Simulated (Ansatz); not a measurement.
# PtS2 (P-3m1) in Ansatz: a series of runs, part 2 of 2

Ansatz 0.2.0. Earlier steps stand in the parts before.

### 5 Relaxation of cell and atoms, revPBE+D4

input.yaml

```yaml
crystal:
  lattice:
    - [3.5432, 0.0, 0.0]
    - [-1.7716, 3.0685012107, 0.0]
    - [0.0, 0.0, 5.0388]
  atoms:
    - { symbol: Pt, position: [0.0, 0.0, 0.0] }
    - { symbol: S, position: [0.6666666667, 0.3333333333, 0.773] }
    - { symbol: S, position: [0.3333333333, 0.6666666667, 0.227] }
hamiltonian:
  xc: revpbe
  pseudopotentials: { kind: paw }
  dispersion: d4
kpoints:
  mp_grid: { grid: [9, 9, 5] }
scf:
  occupations: { method: fermi_dirac, width: 0.05 }
output:
  forces: true
  stress: true
  eigenvalues: true
relax:
  f_tol: 0.01
  max_steps: 40
  cell: { stress_tol: 0.05 }
```

Potentials or basis: Ansatz PAW.

The run is started by

```sh
$ ansatz run input.yaml --threads 2 --pin off --max-ram 5632MiB --backend cpu --events-out ev --progress --plain --runs-dir out
```

Log:

```text
Warning: RAYON_NUM_THREADS=2 ignored (pool sized by the plan → 2); use --threads N
Engine: ansatz 0.2.0, aarch64-unknown-linux-gnu
Pseudopotentials: kind: paw
Pseudopotential: Pt, paw, valence charge 18, recommended cutoff 420 eV (normal), Pt.paw.azcp
Pseudopotential: S, paw, valence charge 6, recommended cutoff 420 eV (normal), S.paw.azcp
Functional definition: revPBE
  parameter kappa = 1.245
  parameter beta = 0.06672455060314922
  exchange = pbe_x(kappa = kappa, mu = beta*pi^2/3)
  correlation = pbe_c(beta = beta)
Crystal: 3 atoms, lattice volume = 54.783 Å³
Basis set: ecut = 420 eV, 1043 PW (Γ), exchange–correlation on 48×48×72 points (8 copies of the dense FFT grid, shifted against one another)
Bands: 19, of which v1, the nominal top of the filled ones, is band 15 counted from 1 (14 counted from 0)
Symmetry: 12 space group operations
Space group: P-3m1 (ITA 164), of the structure as read, at distance tolerance 3.8e-5 Å
k-points: 50 of 405
Non-local potential: Pt, projectors of the file, l = 0: 3, l = 1: 2, l = 2: 2, l = 3: 1
Non-local potential: S, projectors of the file, l = 0: 2, l = 1: 2, l = 2: 2
PAW form: soft (Blöchl's): semilocal exchange-correlation on the pseudo side does not see the compensation charge
PAW frozen core: Pt, regenerated for the run's functional, and the local potential with it (the file was generated under x = pbe(κ = 0.804, μ = 0.2195149727645171), c = pbe(β = 0.06672455060314922))
PAW frozen core: S, regenerated for the run's functional, and the local potential with it (the file was generated under x = pbe(κ = 0.804, μ = 0.2195149727645171), c = pbe(β = 0.06672455060314922))
PAW one-centre angular grid: Pt, 590 points (default); XC on 64 Gauss nodes
PAW one-centre angular grid: S, 110 points (default); XC on 64 Gauss nodes
Initial density: superposition of atomic densities (neutral atoms: chi_scale 0, normalization atom), corrected by the library's trained network
Initial wavefunctions: pseudopotential atomic-orbital guess
Functional: x = revpbe(κ = 1.245, μ = 0.2195149727645171), c = pbe(β = 0.06672455060314922)
SCF iter   1: F=—  HF=-14345.151527 eV  |F-HF|=—  |Δ(HF+E_count)|=         —  Δρ=3.75e-3  dr2=8.96e-3  ethr=1.77e-3  ⟨swp⟩=5.7  Hψ=4907  notcnv=0
preconditioner: auto → Resta (q_TF=auto, 2.468 Å⁻¹)  ε∞=6.5  [insulator: Δε(μ)=1.049 eV  Ē_g=10.010 eV  σ=0.050 eV  W_gap=1.00  n_scr=20 (ndim 8)  ℏωp=23.5 eV  f_vac=0.021  D(μ)=0.00/eV (n_scr^D=0)  ε∞_Penn≈6.5]
SCF iter   2: F=—  HF=-14345.151785 eV  |F-HF|=—  |Δ(HF+E_count)|=   2.58e-4  Δρ=2.19e-3  dr2=3.17e-3  ethr=2.99e-5  ⟨swp⟩=2.0  Hψ=1658  notcnv=0
SCF iter   3: F=—  HF=-14345.152153 eV  |F-HF|=—  |Δ(HF+E_count)|=   3.68e-4  Δρ=7.77e-4  dr2=5.30e-4  ethr=1.06e-5  ⟨swp⟩=2.0  Hψ=1545  notcnv=0
SCF iter   4: F=—  HF=-14345.152124 eV  |F-HF|=—  |Δ(HF+E_count)|=   2.81e-5  Δρ=3.07e-4  dr2=4.93e-5  ethr=1.77e-6  ⟨swp⟩=2.5  Hψ=1355  notcnv=0
SCF iter   5: F=—  HF=-14345.152202 eV  |F-HF|=—  |Δ(HF+E_count)|=   7.72e-5  Δρ=9.32e-5  dr2=1.08e-5  ethr=1.64e-7  ⟨swp⟩=2.0  Hψ=1500  notcnv=0
SCF iter   6: F=—  HF=-14345.152204 eV  |F-HF|=—  |Δ(HF+E_count)|=   2.81e-6  Δρ=3.98e-5  dr2=1.11e-6  ethr=3.61e-8  ⟨swp⟩=2.0  Hψ=1391  notcnv=0
SCF iter   7: F=-14345.152206 eV  HF=-14345.152206 eV  |F-HF|=9.89e-8  |Δ(HF+E_count)|=   1.90e-6  Δρ=7.43e-6  dr2=3.80e-8  ethr=3.33e-10  ⟨swp⟩=4.3  Hψ=4770  notcnv=0
SCF 1 converged in 7 iterations: F = -14345.152206 eV  dr2 = 3.80e-8
relax step   1: F+E_penalty+E_count = -14345.15220647 eV  Δ(F+E_penalty+E_count) = +0.000e0 eV  max|allowed force component| = 1.381e0 eV/Å  Δτ_max = 0.0000 Å  P = +6.306 GPa  Ω = 54.783 Å³  (7 SCF iters, dr2 threshold 1.00e-7 eV, accepted)
Crystal: 3 atoms, lattice volume = 51.162 Å³
[... 69 lines left out ...]
Initial wavefunctions: pseudopotential atomic-orbital guess (no wavefunctions were taken with the density)
iter 1 solved again at ethr=9.77e-8 eV; its pass at ethr=3.10e-3 eV (dr2=2.93e-5 eV) is discarded
SCF iter   1: F=—  HF=-14345.364251 eV  |F-HF|=—  |Δ(HF+E_count)|=         —  Δρ=2.15e-4  dr2=3.28e-6  ethr=9.77e-8  ⟨swp⟩=3.0  Hψ=7328  notcnv=0
preconditioner: auto → Resta (q_TF=auto, 2.509 Å⁻¹)  ε∞=7.4  [insulator: Δε(μ)=0.246 eV  Ē_g=9.790 eV  σ=0.050 eV  W_gap=0.84  n_scr=20 (ndim 8)  ℏωp=24.7 eV  f_vac=0.000  D(μ)=0.17/eV (n_scr^D=0)  ε∞_Penn≈7.4]
SCF iter   2: F=—  HF=-14345.364260 eV  |F-HF|=—  |Δ(HF+E_count)|=   9.20e-6  Δρ=1.08e-4  dr2=7.56e-7  ethr=1.09e-8  ⟨swp⟩=2.0  Hψ=1668  notcnv=0
SCF iter   3: F=—  HF=-14345.364262 eV  |F-HF|=—  |Δ(HF+E_count)|=   1.44e-6  Δρ=8.54e-6  dr2=7.21e-9  ethr=2.52e-9  ⟨swp⟩=2.0  Hψ=1658  notcnv=0
SCF iter   4: F=—  HF=-14345.364262 eV  |F-HF|=—  |Δ(HF+E_count)|=   1.53e-8  Δρ=1.04e-6  dr2=2.45e-10  ethr=2.40e-11  ⟨swp⟩=2.6  Hψ=1643  notcnv=0
iter 5 did not close the SCF: its close was put off for the readings that it lacked (scf_convergence_deferred on its scf_iter line)
SCF iter   5: F=-14345.364262 eV  HF=-14345.364262 eV  |F-HF|=3.64e-12  |Δ(HF+E_count)|=  1.36e-10  Δρ=1.42e-7  dr2=1.34e-11  ethr=1.00e-12  ⟨swp⟩=2.6  Hψ=1539  notcnv=0
SCF iter   6: F=-14345.364262 eV  HF=-14345.364262 eV  |F-HF|=0.00e0  |Δ(HF+E_count)|=  5.46e-12  Δρ=3.19e-8  dr2=6.58e-13  ethr=1.00e-12  ⟨swp⟩=4.0  Hψ=4054  notcnv=0
SCF 7 converged in 6 iterations: F = -14345.364262 eV  dr2 = 6.58e-13
relax step   7: F+E_penalty+E_count = -14345.36426195 eV  Δ(F+E_penalty+E_count) = +9.331e-4 eV  max|allowed force component| = 2.204e-3 eV/Å  Δτ_max = 0.0000 Å  P = +0.016 GPa  Ω = 49.657 Å³  stress off target by 2.96e-2 GPa  SCF on the basis re-selected at this cell (its energy is not comparable with the rows above)  (6 SCF iters)
basis re-selected at this cell: Δ(F+E_penalty+E_count) = +9.331e-4 eV, ΔP = -0.003 GPa vs the last step (what re-selecting the basis moved, of the pressure what is left beyond the Pulay correction that the steps carried, after the strain that the cell walked since its last selection, with what the two solves' SCF thresholds leave and, on support functions, any second-order correction that the steps lacked; it is no measure of the basis error at this ecutwfc). The dense FFT grid was sized anew with the basis: this SCF ran on 24×24×30 points, the steps before it on 24×24×36, so part of this shift can come from that change (see relax.cell in the input reference). This SCF's stress stands 2.96e-2 GPa from its target on what of the cell is left free (relax.cell.stress_tol is 5.00e-2 GPa) and its largest allowed force component is 2.20e-3 eV/Å (relax.f_tol is 1.00e-2 eV/Å): within both
SCF converged after 6 iterations
Free energy (F): -14345.364262 eV
Harris-Foulkes:  -14345.364262 eV  (|F-HF|=0.00e0)
Internal energy: -14345.362481 eV  (E = F + TS)
E sigma→0 (E₀):  -14345.363371 eV
Entropy (-TS):   -0.001781 eV (-0.594 meV/atom)
Fermi energy:    13.284579 eV
--- Per-component energies (eV) ---
  E_band       = -263.563161
  E_kinetic    = 852.269525
  E_local      = -2653.297098  (includes V_loc(G=0)·N_el)
  E_nonlocal   = 254.378569
  E_hartree    = 1029.431612
  E_xc         = -457.389204
  E_vxc        = -479.041827  (∫ρ·V_xc dr)
  E_paw        = -10668.268467  (= ΣΔE_a)
  E_vpaw       = -296.735736  (= ΣTr[D̂ρ^β])
  E_aug_tail   = 0.000193  (compensation charges beyond the density's cutoff)
  E_ewald      = -2699.697456
  E_disp       = -2.708113  (pairwise vdW)
  E_core_change = -0.082042  (= ΣΔE_core)
  E_smearing   = -0.001781  (= −TS)
  E_closure    = 0.000000  (closes the sum)
  Σ components = -14345.364262   (vs F -14345.364262, Δ=0.00e0)
--- Forces (eV/Å), atoms counted from 1 ---
  atom   1  Pt    -0.00000000     0.00000000     0.00000000
  atom   2  S      0.00000000    -0.00000000    -0.00220357
  atom   3  S     -0.00000000     0.00000000     0.00220357
  max |Σ_I F_I| component: 4.63e-18 eV/Å
--- Stress (GPa, compression-positive) ---
        0.029575       0.000000      -0.000000
        0.000000       0.029575       0.000000
        0.000000       0.000000      -0.009857
  P = ⅓ Tr σ = 0.0164 GPa (0.164 kbar)
--- Band table (eV; the first three rows and the last of 50) ---
  k-point 0: bands = ["-86.5688", "-40.8236", "-40.8236", "-40.7127", "-2.9397", "0.8855", "5.4520", "6.1199", "6.1199", "9.0292", "9.0292", "10.7868", "11.6874", "11.6874", "13.5716", "14.2180", "14.2180", "16.6534", "18.5033"]
  k-point 1: bands = ["-86.5688", "-40.8235", "-40.8235", "-40.7128", "-2.7156", "0.2692", "6.1551", "6.1551", "6.1913", "8.9934", "8.9934", "10.6863", "11.3983", "11.3983", "12.8189", "14.7057", "14.7057", "17.1905", "19.2430"]
  k-point 2: bands = ["-86.5688", "-40.8235", "-40.8235", "-40.7130", "-2.1123", "-0.8169", "6.2137", "6.2137", "7.5363", "8.9461", "8.9461", "10.1600", "11.0114", "11.0114", "11.8825", "15.5219", "15.5219", "18.4392", "20.0493"]
  k-point 49: bands = ["-86.5684", "-40.8378", "-40.8378", "-40.7101", "-0.4856", "-0.4856", "6.1360", "6.1360", "6.6596", "8.5620", "8.5671", "8.5671", "9.5077", "10.7113", "10.7113", "15.3501", "15.3501", "19.9069", "20.7734"]
--- Relaxed structure (6 steps of the walk, 6 accepted, 1 SCFs on fresh bases) ---
  F+E_penalty+E_count = -14345.36426195 eV   max|allowed force component| = 2.204e-3 eV/Å   (the final SCF, on the basis selected at the relaxed cell)
  cell:  # Å, volume = 49.6571 Å³
    - [3.574280248224479, 9.60135636556047e-34, 2.635536342185687e-17]
    - [-1.7871401241122395, 3.095417495207348, -1.317768171092847e-17]
    - [3.748007597928847e-17, -5.314730481358248e-32, 4.488214876333505]
  atoms:
    - { symbol: Pt, position: [4.550608521854122e-34, 1.721665552925266e-35, 0.0] }
    - { symbol: S, position: [0.6666666666666665, 0.33333333333333326, 0.7314766114990777] }
    - { symbol: S, position: [0.33333333333333326, 0.6666666666666665, 0.26852338850092206] }
```

Wall time 13 s (2 threads of Arm Neoverse V1, shared host); peak memory 0.36 GiB.

What came out:

| Item | Value |
| --- | --- |
| Free energy | -14345.3643 eV |
| Relaxed volume | 16.55 Å³/atom |
| Relaxed cell | a = 3.574 Å, b = 3.574 Å, c = 4.488 Å, α = 90.00°, β = 90.00°, γ = 120.00° |
| Space group after relaxing (to 0.05 Å) | P-3m1 (No. 164) |
| Energy gained by relaxing | 70.7 meV/atom |
| Ionic steps | 7 |
| Pressure after relaxing | 0.0 GPa |
| Band gap on the k mesh | none (metal or under the smearing width) |

Forces on the atoms (eV/Å):
```
Pt   0.000  0.000  0.000
S    0.000  0.000 -0.002
S    0.000  0.000  0.002
```

Step by step:
```
step  energy change (eV)  largest force (eV/Å)  volume (Å³)
   1              0.0000                1.3814        54.78
   2             -0.1658                0.2261        51.16
   3             -0.2032                0.0883        50.92
   4             -0.2115                0.0479        49.28
   5             -0.2129                0.0085        49.79
   6             -0.2130                0.0024        49.66
   7             -0.2121                0.0022        49.66
```

Final structure:
```
Pt S
1.0
     3.57428    0.00000    0.00000
    -1.78714    3.09542    0.00000
     0.00000    0.00000    4.48821
Pt S
1 2
Direct
  0.00000 0.00000 0.00000
  0.66667 0.33333 0.73148
  0.33333 0.66667 0.26852
```

Levels at points of the mesh, in eV from the Fermi level:
```csv
k point,band 12,band 13,band 14,band 15,band 16,band 17,band 18,band 19
"(0.00, 0.00, 0.00)",-2.50,-1.60,-1.60,0.29,0.93,0.93,3.37,5.22
```

Caveat: the plane-wave basis is chosen anew once the cell has moved, so the energies of steps on either side of that aren't comparable; pairwise dispersion overbinds metals, which lowers pressure and volume; the PAW data sets come from PBE, with cores solved anew for the run's functional, which leaves a small shift of forces and pressure.

### 6 Single point, PBEsol

Changes to input.yaml since step 5:

```diff
@@ -10,5 +10,4 @@
 hamiltonian:
-  xc: revpbe
+  xc: pbesol
   pseudopotentials: { kind: paw }
-  dispersion: d4
 kpoints:
@@ -16,3 +15,3 @@
 scf:
-  occupations: { method: fermi_dirac, width: 0.05 }
+  occupations: { method: gaussian, width: 0.02 }
 output:
@@ -21,5 +20 @@
   eigenvalues: true
-relax:
-  f_tol: 0.01
-  max_steps: 40
-  cell: { stress_tol: 0.05 }
```

Potentials or basis: Ansatz PAW.

The run is started by

```sh
$ ansatz run input.yaml --threads 2 --pin off --max-ram 5632MiB --backend cpu --events-out ev --progress --plain --runs-dir out
```

Run time: 1.8 s. Hardware: 2 threads of Arm Neoverse V1, shared host; peak memory 0.34 GiB.

The run converged. Its results:

| Quantity | Value |
| --- | --- |
| Free energy | -14154.8103 eV |
| Pressure | 6.4 GPa |
| Largest force | 0.952 eV/Å |
| Band gap on the k mesh | 0.95 eV, indirect (least direct gap 0.99 eV) |

Forces on the atoms (eV/Å):
```
Pt   0.000  0.000  0.000
S    0.000  0.000 -0.952
S    0.000  0.000  0.952
```

Stress tensor (GPa, compression positive):
```
6.66 0.00 0.00
0.00 6.66 0.00
0.00 0.00 5.85
```

Levels at points of the mesh, in eV from the valence-band top:
| k point | band 13 | band 14 | band 15 | band 16 | band 17 | band 18 |
| --- | --- | --- | --- | --- | --- | --- |
| (0.00, 0.00, 0.00) | -1.16 | -1.16 | -0.15 | 2.43 | 2.43 | 4.62 |

Caveat: odd divisions of the mesh miss points on the zone boundary, where band edges often lie, so the gap on the mesh can be too wide; spin-orbit coupling is left out, which moves the levels of the heavy elements; the PAW data sets come from PBE, with cores solved anew for the run's functional, which leaves a small shift of forces and pressure. A k mesh can miss the band edges.

### 7 Summary

| task | level | cell | smearing | gap on the mesh (eV) | pressure (GPa) | relaxed volume (Å³/atom) |
| --- | --- | --- | --- | --- | --- | --- |
| relaxation of cell and atoms | RPBE+D3(BJ) | relaxed | fermi-dirac 0.05 eV | none | 0.0 | 14.15 |
| relaxation of cell and atoms | RPBE+D4 | relaxed | fermi-dirac 0.05 eV | none | 0.0 | 16.34 |
| relaxation of cell and atoms | revPBE+D3(BJ) | relaxed | fermi-dirac 0.05 eV | none | 0.0 | 16.42 |
| relaxation of cell and atoms | revPBE+D4 | relaxed | fermi-dirac 0.05 eV | none | 0.0 | 16.55 |
| single point | PBEsol | as given | gaussian 0.02 eV | 0.95 | 6.4 | - |

Alike in all rows: potentials or basis Ansatz PAW; no spin polarisation; k mesh 9 × 9 × 5; cutoff (eV) 420.

Caveats: the PAW data sets come from PBE, with cores solved anew for the run's functional, which leaves a small shift of forces and pressure; the plane-wave basis is chosen anew once the cell has moved, so the energies of steps on either side of that aren't comparable (some runs); pairwise dispersion overbinds metals, which lowers pressure and volume (some runs); the volume moved by over 15 % at a fixed basis, so the end points are rough (some runs); the volume moved by -23 % from the deposited cell, more than functionals usually miss (some runs); the volume moved by -11 % from the deposited cell, more than functionals usually miss (some runs); the volume moved by -10 % from the deposited cell, more than functionals usually miss (some runs).

Absolute energies hang on the potentials; compare differences alone.
